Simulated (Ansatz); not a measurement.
# Electron scattering at the Σ5 (310) boundary in fcc Pt with Sn (substitutional), part 2 of 2

How much does the Σ5 (310) boundary in fcc Pt with Sn (substitutional) reflect electrons?

Ansatz 0.2.0; Ansatz plane-wave DFT, PBE, PAW files; relaxation of a bicrystal slab with its lowest layers held; PAW set soft_1 (the session's first sound run).

So far. Step 2 (Relaxing the bicrystal): The largest force component on a free atom ends at 0.018 eV/Å, under the tolerance of 0.03, after 12 steps.

### 3. Transmission across the boundary

Bulk layers of each grain are laid under and over the relaxed boundary, and a lead is named in the middle of each, away from the free faces. The mesh across the current, 10×16, is finer than the density's, because channels open and close sharply across the zone. Energies from -0.1 to 0.1 eV in steps of 0.05 eV are too few for the program's thermal sum, so it prints no conductance; for a metal the transmission near the Fermi level serves, at a fraction of the cost.

This step: Ansatz plane-wave DFT, PBE, PAW files; ballistic transport by layer matching (Landauer), zero bias; boundary relaxed in a short slab, bulk layers laid on; PAW set soft_1 (Ansatz 0.2.0).

System of this step: Σ5 (310) boundary in fcc Pt with Sn (substitutional). The cell holds 68 atoms: 67 Pt and 1 Sn. Its edges and angles: a = 6.201 Å, b = 3.922 Å, c = 50.451 Å, α = 90.0°, β = 90.0°, γ = 90.0°. It derives from Pt. Regions: lower grain, 28 atoms (28 Pt); boundary, 18 atoms (17 Pt and 1 Sn); upper grain, 22 atoms (22 Pt). Vacuum lies along c.

input.yaml

```yaml
crystal:
  lattice:
    - [6.2009102638, 0.0, 0.0]
    - [0.0, 3.9218, 0.0]
    - [0.0, 0.0, 50.451394367]
  atoms:
    - { symbol: Pt, position: [11.0999999997, -18.5, 0.0792842309] }
    - { symbol: Pt, position: [10.7999999997, -18.0, 0.0915750909] }
    - { symbol: Pt, position: [10.4999999997, -17.5, 0.103865951] }
    - { symbol: Pt, position: [10.1999999997, -17.0, 0.116156811] }
    - { symbol: Pt, position: [9.8999999997, -16.5, 0.128447671] }
    - { symbol: Pt, position: [9.5999999998, -16.0, 0.140738531] }
    - { symbol: Pt, position: [9.2999999998, -15.5, 0.1530293911] }
    - { symbol: Pt, position: [8.9999999998, -15.0, 0.1653202511] }
    - { symbol: Pt, position: [8.6999999998, -14.5, 0.1776111111] }
    - { symbol: Pt, position: [8.3999999998, -14.0, 0.1899019712] }
    - { symbol: Pt, position: [8.0999999998, -13.5, 0.2021928312] }
    - { symbol: Pt, position: [7.7999999998, -13.0, 0.2144836912] }
    - { symbol: Pt, position: [7.4999999998, -12.5, 0.2267745512] }
    - { symbol: Pt, position: [7.1999999998, -12.0, 0.2390654113] }
    - { symbol: Pt, position: [6.8999999998, -11.5, 0.2513562713] }
    - { symbol: Pt, position: [6.5999999998, -11.0, 0.2636471313] }
    - { symbol: Pt, position: [6.2999999998, -10.5, 0.2759379913] }
    - { symbol: Pt, position: [5.9999999998, -10.0, 0.2882288514] }
    - { symbol: Pt, position: [5.6999999998, -9.5, 0.3005197114] }
    - { symbol: Pt, position: [5.3999999998, -9.0, 0.3128105714] }
    - { symbol: Pt, position: [5.0999999998, -8.5, 0.3251014315] }
    - { symbol: Pt, position: [4.7999999999, -8.0, 0.3373922915] }
    - { symbol: Pt, position: [4.4999999999, -7.5, 0.3496831515] }
    - { symbol: Pt, position: [4.1999999999, -7.0, 0.3619740115] }
    - { symbol: Pt, position: [3.8999999999, -6.5, 0.3742648716] }
    - { symbol: Pt, position: [3.5999999999, -6.0, 0.3865557316] }
    - { symbol: Pt, position: [3.2999999999, -5.5, 0.3988465916] }
    - { symbol: Pt, position: [2.9999999999, -5.0, 0.4111374517] }
    - { symbol: Pt, position: [0.6999999999, 0.5, 0.4234283117] }
    - { symbol: Pt, position: [0.3920360884, 0.0, 0.436512084] }
    - { symbol: Pt, position: [0.090800215, 0.5, 0.4494566301] }
    - { symbol: Pt, position: [0.7910622345, 0.0, 0.461798475] }
    - { symbol: Pt, position: [0.4929384159, 0.5, 0.4740205702] }
    - { symbol: Pt, position: [0.19026507, 0.0, 0.4876897783] }
    - { symbol: Pt, position: [0.8895654095, 0.5, 0.5011944787] }
    - { symbol: Pt, position: [0.5937987604, 0.0, 0.5126267884] }
    - { symbol: Pt, position: [0.3021757972, 0.5, 0.5258446851] }
    - { symbol: Sn, position: [-0.0264186518, 0.0, 0.5379995318] }
    - { symbol: Pt, position: [0.4026180755, 0.0, 0.5618860124] }
    - { symbol: Pt, position: [0.7105320565, 0.5, 0.5719823436] }
    - { symbol: Pt, position: [0.0028705312, 0.0, 0.5886401181] }
    - { symbol: Pt, position: [0.3039042745, 0.5, 0.5991606752] }
    - { symbol: Pt, position: [0.604066554, 0.0, 0.6119607658] }
    - { symbol: Pt, position: [-0.0950285787, 0.5, 0.6255084258] }
    - { symbol: Pt, position: [0.2090005622, 0.0, 0.637894162] }
    - { symbol: Pt, position: [0.5078790249, 0.5, 0.6503168485] }
    - { symbol: Pt, position: [2.8078790249, -5.0, 0.6626077085] }
    - { symbol: Pt, position: [3.1078790249, -5.5, 0.6748985685] }
    - { symbol: Pt, position: [3.4078790249, -6.0, 0.6871894286] }
    - { symbol: Pt, position: [3.7078790249, -6.5, 0.6994802886] }
    - { symbol: Pt, position: [4.0078790249, -7.0, 0.7117711486] }
    - { symbol: Pt, position: [4.3078790249, -7.5, 0.7240620087] }
    - { symbol: Pt, position: [4.6078790249, -8.0, 0.7363528687] }
    - { symbol: Pt, position: [4.9078790249, -8.5, 0.7486437287] }
    - { symbol: Pt, position: [5.2078790249, -9.0, 0.7609345887] }
    - { symbol: Pt, position: [5.5078790249, -9.5, 0.7732254488] }
    - { symbol: Pt, position: [5.8078790249, -10.0, 0.7855163088] }
    - { symbol: Pt, position: [6.1078790249, -10.5, 0.7978071688] }
    - { symbol: Pt, position: [6.4078790249, -11.0, 0.8100980288] }
    - { symbol: Pt, position: [6.7078790249, -11.5, 0.8223888889] }
    - { symbol: Pt, position: [7.0078790248, -12.0, 0.8346797489] }
    - { symbol: Pt, position: [7.3078790248, -12.5, 0.8469706089] }
    - { symbol: Pt, position: [7.6078790248, -13.0, 0.859261469] }
    - { symbol: Pt, position: [7.9078790248, -13.5, 0.871552329] }
    - { symbol: Pt, position: [8.2078790248, -14.0, 0.883843189] }
    - { symbol: Pt, position: [8.5078790248, -14.5, 0.896134049] }
    - { symbol: Pt, position: [8.8078790248, -15.0, 0.9084249091] }
    - { symbol: Pt, position: [9.1078790248, -15.5, 0.9207157691] }
kpoints:
  mp_grid: { grid: [4, 7, 1] }
hamiltonian:
  xc: pbe
  pseudopotentials: { kind: paw, azcp: { folder: soft_1 } }
scf:
  occupations: { method: fermi_dirac, width: 0.1 }
output:
  transmission:
    leads: [[15, 16], [55, 56]]
    kmesh: [10, 16]
    e_range: [-0.1, 0.1]
    de: 0.05
  write_potential: true
  write_density: true
  volumetric_format: npy
  elf: true
```

Command:

```sh
$ ansatz run input.yaml --threads 4 --pin off --max-ram 15360MiB --backend cpu --events-out ev --progress --plain --runs-dir out
```

Numbers of over 12 decimals in the logs are rounded to 6 here.

Log:

```text
[...]
Crystal: 68 atoms, lattice volume = 1226.914 Å³
Basis set: ecut = 420 eV, 24061 PW (Γ)
Bands: 732, of which v1, the nominal top of the filled ones, is band 610 counted from 1 (609 counted from 0)
Symmetry: 2 space group operations
[...]
k-points: 12 of 28 (time reversal used)
[...]
SCF iter   1: F=—  HF=-845198.304044 eV  |F-HF|=—  |Δ(HF+E_count)|=         —  Δρ=8.08e-2  dr2=1.94e2  ethr=3.10e-3  ⟨swp⟩=6.0  Hψ=31020  notcnv=0  defer=224
[...]
SCF iter  13: F=-845175.234842 eV  HF=-845175.234842 eV  |F-HF|=5.17e-8  |Δ(HF+E_count)|=   6.17e-9  Δρ=1.12e-6  dr2=5.57e-8  ethr=8.20e-12  ⟨swp⟩=11.2  Hψ=31724  notcnv=0
SCF 1 converged in 13 iterations: F = -845175.234842 eV  dr2 = 5.57e-8
[...]
transmission: 364 of 3618 steps passed
transmission: 726 of 3618 steps passed
[...]
transmission: 3618 of 3618 steps passed
WARN: The output density's exchange-correlation potential varies sharply where the density is thin. Do not read a vacuum level from v_tot or v_xc, or from such a field of the output density. On a cell that repeats whose density bears no net charge and no dipole along the vacuum's axis use v_es (v_loc + v_h of the components); under efield.dipole_correction with no amplitude use v_es + v_field, which holds any externa [...]
SCF converged after 13 iterations
Free energy (F): -845175.234842 eV
[...]
Internal energy: -845171.636650 eV  (E = F + TS)
E sigma→0 (E₀):  -845173.435746 eV
Entropy (-TS):   -3.598192 eV (-52.915 meV/atom)
Fermi energy:    18.624492 eV
[...]
--- Band table (eV; the first three rows and the last of 12) ---
  k-point 0: bands = [... 606 lower, 18.6027, 18.6357, 18.6360, 18.6766, 18.7104, 18.7307, 18.7429, 18.7848, ... 118 higher]
  k-point 1: bands = [... 606 lower, 18.6700, 18.6739, 18.6807, 18.6903, 18.7039, 18.7134, 18.7257, 18.7352, ... 118 higher]
  k-point 2: bands = [... 606 lower, 18.5015, 18.5163, 18.5227, 18.5337, 18.5493, 18.5692, 18.5953, 18.6188, ... 118 higher]
  k-point 11: bands = [... 606 lower, 18.5973, 18.6091, 18.6418, 18.6500, 18.6628, 18.7007, 18.7178, 18.7412, ... 118 higher]
--- Transmission ---
  basis      : 217 plane waves across, 67 finite elements along
  points     : 54, standing for a mesh of 10 x 16
  energies   : 5 from -0.100000 to 0.100000 eV about the Fermi level, 0.050000 eV apart; the leads are filled to 0.000000 eV, and channels, transmission and decay are at 0.000000 eV
  crystal 0  : Pt4, at the sites [15, 16], period 2.4804 Å, over 17.98 Å; its Hamiltonian steps by up to 21.4 meV
    offset         : up to 0.0000 Å between an atom of the period and one for which it stands
    channels       : 6.668750e0 a spin
    conductance    : none, the energies end too early or step too widely for 300 K: set another output.transmission.e_range or a lower de, or, where they end at an eighth of basis.ecutwfc, a higher one
[...]
channels       : 6.668750e0 a spin
[...]
junction   : crystal 0 to crystal 1, 12.99 to 36.83 Å
    transmission   : 2.284098e0 a spin
[...]
```

Run time: 36 min. Hardware: 4 threads of Arm Neoverse V1, shared host; peak memory 12 GiB.

This step gave:

| Quantity | Value |
| --- | --- |
| free energy | -845175.2348 eV |
| energy at zero smearing | -845173.4357 eV |
| Fermi energy | 18.62 eV |
| cell area | 24.32 Å² |
| transmission per spin nearest the Fermi level | 2.284 |
| open channels per spin nearest the Fermi level | 6.669 |
| open channels per spin, upper lead | 6.669 |
| step of the lead's potential | 21.4 meV |
| step of the upper lead's potential | 20.9 meV |

Per spin. Table of transmission, zone mean by energy, zero at the Fermi level:

```tsv
energy (eV)	transmission, zone mean
-0.1000	2.42
-0.0500	2.38
0.0000	2.28
0.0500	2.22
0.1000	2.17
```

Per spin. Table of open channels, zone mean by energy, zero at the Fermi level:

```tsv
energy (eV)	lead	upper lead
-0.1000	7.56	7.56
-0.0500	7.21	7.24
0.0000	6.67	6.67
0.0500	5.93	5.96
0.1000	5.32	5.32
```

Transmission over k1 and k2. At 0.0000 eV from the Fermi level.

Values, 16 rows by 10 columns:
```
2.06 2.37 2.36 2.14 2.19 1.86 2.19 2.14 2.36 2.37
2.06 2.16 2.44 2.44 2.51 2.01 2.51 2.44 2.44 2.16
2.05 2.31 2.34 2.43 3.05 1.65 3.05 2.43 2.34 2.31
2.08 2.19 2.44 2.73 2.59 1.84 2.59 2.73 2.44 2.19
2.13 2.07 2.20 2.79 2.86 2.23 2.86 2.79 2.20 2.07
2.08 1.96 1.89 2.07 1.85 3.25 1.85 2.07 1.89 1.96
2.23 1.85 1.98 2.04 2.79 3.27 2.79 2.04 1.98 1.85
2.65 2.34 2.02 2.33 3.28 3.27 3.28 2.33 2.02 2.34
2.23 1.85 1.98 2.04 2.79 3.27 2.79 2.04 1.98 1.85
2.08 1.96 1.89 2.07 1.85 3.25 1.85 2.07 1.89 1.96
2.13 2.07 2.20 2.79 2.86 2.23 2.86 2.79 2.20 2.07
2.08 2.19 2.44 2.73 2.59 1.84 2.59 2.73 2.44 2.19
2.05 2.31 2.34 2.43 3.05 1.65 3.05 2.43 2.34 2.31
2.06 2.16 2.44 2.44 2.51 2.01 2.51 2.44 2.44 2.16
2.06 2.37 2.36 2.14 2.19 1.86 2.19 2.14 2.36 2.37
2.24 2.48 2.03 1.47 1.18 1.23 1.18 1.47 2.03 2.48
```
Columns: k1 (b1) from -0.5 to 0.4; rows upwards: k2 (b2) from -0.5 to 0.438.

Open channels over k1 and k2. At 0.0000 eV from the Fermi level.

Ten even steps from '0' (2.0) to '9' (10.0):
```
5672353276
5588626885
5678858876
5658858856
5556979655
5335383533
7535666535
7655666556
7535666535
5335383533
5556979655
5658858856
5678858876
5588626885
5672353276
7720222027
```
Columns: k1 (b1) from -0.5 to 0.4; rows upwards: k2 (b2) from -0.5 to 0.438.

Valence density in the ca plane at fractional y = 0.000, with atoms of Pt and Sn within 0.2 Å of it. It is the smooth field of the valence electrons, not physical close to the nuclei.

Values in units of 1e0 e/Å³, 9 rows by 16 columns, each cell a mean:
```
0.2 3.3 4.8 0.4 1.9 0.7 0.2 0.8 7.2 1.1 3.4 4.5 0.3 0.3 2.4 1.4
0.3 0.5 0.5 0.8 8.5 2.7 0.2 0.4 0.8 0.2 0.4 0.6 0.3 0.4 7.7 4.3
3.1 1.9 0.2 0.5 5.1 1.6 1.3 3.1 0.3 0.1 0.1 1.5 3.7 0.5 3.4 1.9
7.5 4.7 0.3 0.4 0.5 0.3 3.7 8.3 0.6 0.4 0.3 3.4 8.5 0.6 0.3 0.5
2.6 1.6 1.2 4.7 0.6 0.2 1.4 3.2 0.6 5.1 2.0 1.1 2.7 0.3 0.2 3.4
0.4 0.2 2.4 8.9 1.0 0.5 0.5 0.3 0.6 8.0 3.2 0.2 0.4 1.0 0.4 4.9
1.8 0.2 0.7 2.4 0.5 4.3 3.9 0.2 0.3 1.8 0.7 0.2 0.9 7.5 1.7 1.0
2.0 0.9 1.2 0.3 0.3 5.6 5.2 0.3 0.5 0.3 0.9 1.2 1.0 7.2 1.6 0.2
0.5 4.5 6.3 0.3 0.2 1.1 1.0 0.7 5.6 0.9 4.7 6.3 0.4 0.9 0.4 0.2
```
Columns run along c (16.0 Å, from fractional 0.37 to 0.69 of the cell), rows up along a (6.2 Å). Atoms in or near the plane, at fractional coordinates: Pt at (0.39, 0.60), Pt at (0.41, 0.00), Pt at (0.44, 0.39), Pt at (0.46, 0.79), Pt at (0.49, 0.19), Pt at (0.51, 0.59), Sn at (0.54, 0.97), Pt at (0.56, 0.40), Pt at (0.59, 0.00), Pt at (0.61, 0.60), Pt at (0.64, 0.21), Pt at (0.66, 0.81), Pt at (0.69, 0.41).

Electrostatic potential energy in the ca plane at fractional y = 0.000, with atoms of Pt and Sn within 0.2 Å of it. With pseudopotentials it is smooth inside the atoms' cores, unlike the true potential.

Values in eV, 9 rows by 16 columns, each cell a mean:
```
 21 -18 -30  16  -6  11  21   5  11   3 -18 -28  19  19 -11   2
 19  14  13   9 -49 -11  20  14   2  16  16  13  18  15 -45 -24
-17  -4  21  14 -33  -1   2 -17  17  22  22   0 -23  14 -20  -4
-44 -26  19  15  14  19 -19 -48  13  15  18 -17 -49  12  18  14
-13  -1   3 -31  13  21   1 -18  12 -33  -5   5 -14  18  21 -18
 16  20  -8 -51   6  15  13  19  12 -47 -16  20  17   5  16 -28
 -3  21  11 -11  15 -25 -22  20  19  -4  10  21   7 -46  -2   6
 -5   9   3  19  19 -34 -31  16   8  16   7   3   7 -44  -1  21
 15 -25 -38  18  20   5   6   6   5   4 -28 -38  16   7  16  20
```
Columns run along c (16.0 Å, from fractional 0.37 to 0.69 of the cell; values clipped at the 3rd and 97th percentile), rows up along a (6.2 Å). Atoms in or near the plane, at fractional coordinates: Pt at (0.39, 0.60), Pt at (0.41, 0.00), Pt at (0.44, 0.39), Pt at (0.46, 0.79), Pt at (0.49, 0.19), Pt at (0.51, 0.59), Sn at (0.54, 0.97), Pt at (0.56, 0.40), Pt at (0.59, 0.00), Pt at (0.61, 0.60), Pt at (0.64, 0.21), Pt at (0.66, 0.81), Pt at (0.69, 0.41).

ELF in the ca plane at fractional y = 0.000, with atoms of Pt and Sn within 0.2 Å of it. It is the smooth field of the valence electrons, not physical close to the nuclei.

Ten even steps from '0' (0.00) to '9' (0.60), each cell a mean:
```
22479998543455443223320003567999732223456654
22357896445898643223431024556897532223689974
23344554346999953223444344444555443224799985
34444332347999964345555433222344455434799995
58875322236899854468765432112235688644589974
89997422234677644589986432222247999854456654
99998433344444333699996433433347999953333444
89997444665433223699985445765446999853223456
57875447998532223468974568998545787543223589
44543358999843233445544479999543444443333699
44322359999743345443323479998532234456544589
64322347899644588753222358986432234689854469
96322345676434899974322345664432235899974445
96433444443335899985433444444444335899984333
85446765432234899975433444544677544799864222
64469998532223578865432234557999744577643222
33479999632334445444430003568999843344444333
```
Columns run along c (16.0 Å, from fractional 0.37 to 0.69 of the cell), rows up along a (6.2 Å). Atoms in or near the plane, at fractional coordinates: Pt at (0.39, 0.60), Pt at (0.41, 0.00), Pt at (0.44, 0.39), Pt at (0.46, 0.79), Pt at (0.49, 0.19), Pt at (0.51, 0.59), Sn at (0.54, 0.97), Pt at (0.56, 0.40), Pt at (0.59, 0.00), Pt at (0.61, 0.60), Pt at (0.64, 0.21), Pt at (0.66, 0.81), Pt at (0.69, 0.41).

Over the solved energies the transmission per spin lies between 2.17 and 2.42, out of 6.54 channels of the lead on average (up to 7.56).

### 4. Specific resistance

This step: Ansatz plane-wave DFT, PBE, PAW files; ballistic transport by layer matching (Landauer), zero bias; specific resistance of the boundary; PAW set soft_1 (Ansatz 0.2.0).

This step gave:

```
area resistance                      : 0.8895 fΩ m²
T over the leads' mean channel count : 0.3503
```

Averaged over the energies near the Fermi level, 35.0 % of the channels pass, which makes 0.889 fΩ m².

By hand, with T and the leads' channels N averaged over the energies near the Fermi level: RA = A (h/2e²)(1/T − ½[1/N₁ + 1/N₂]) = 24.32×10⁻²⁰ m² × 12 906 Ω × (1/2.292 − ½[1/6.539 + 1/6.549]) = 0.889 fΩ m².

### 5. Results

| Quantity | Value |
| --- | --- |
| specific resistance of the boundary | 0.889 fΩ m² |
| share of channels that pass | 0.350 |

In words: The boundary has a specific resistance of 0.89 fΩ m². The boundary reflects 65 % of the channels; 0.89 fΩ m² is 8.9×10⁻¹² Ω·cm². That equals the resistance of 8.2 nm of bulk Pt at 300 K (measured 10.8 µΩ cm, CRC Handbook of Chemistry and Physics, 84th ed., 2003, Electrical Resistivity of Pure Metals). One Sn in 24.3 Å² of boundary is a high coverage. In the relaxation the upper grain slid sideways by about 1.2 Å, so the result belongs to the position that it found, not to the starting one. Each plane of this narrow cell holds one atom, so the solute fills a whole plane. One starting structure was relaxed; another shift or atom count at the boundary may lie lower. Spin-orbit coupling is left out, which matters for Pt.

[Logs are printed without paths, hosts, clocks, repeated set-up lines and the standing remarks that a program may print on its own settings, such as how far it seeks lower states.]

[Hosts, paths, dates, database ids (printed as entryN), source tags and the programs' standing remarks are cut or masked in the printed files.]
